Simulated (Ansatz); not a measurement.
Sb:

```
Sb
1.0
    -4.03001    4.03001    2.02549
     4.03001   -4.03001    2.02549
     4.03001    4.03001   -2.02549
Sb
4
Direct
  0.65126 0.15126 0.80253
  0.15126 0.34874 0.50000
  0.34874 0.84874 0.19747
  0.84874 0.65126 0.50000
```

This isn't the form of Sb at room conditions, which is rhombohedral.

Base run:

| Quantity | Value |
| --- | --- |
| Program | Ansatz 0.2.0 |
| Functional | PBEsol |
| Potentials or basis | all-electron LAPW, scalar-relativistic |
| Cutoff | 190 eV |
| Density cutoff | 760 eV |
| Basis error allowed | 0.002 eV/atom |
| k mesh | 7 × 7 × 7 |
| Occupations | fermi-dirac, width 0.05 eV |
| Spin | no spin polarisation |

Its results: pressure -0.7 GPa; largest force 0.044 eV/Å.

Task: The run is repeated on the same cell with these changes: functional from PBEsol to LDA. What comes out?

Result: Pressure -1.8 GPa; largest force 0.042 eV/Å.

LDA binds more tightly than PBEsol, so the same cell stands under less pressure.

Not every run made on this cell is shown here.
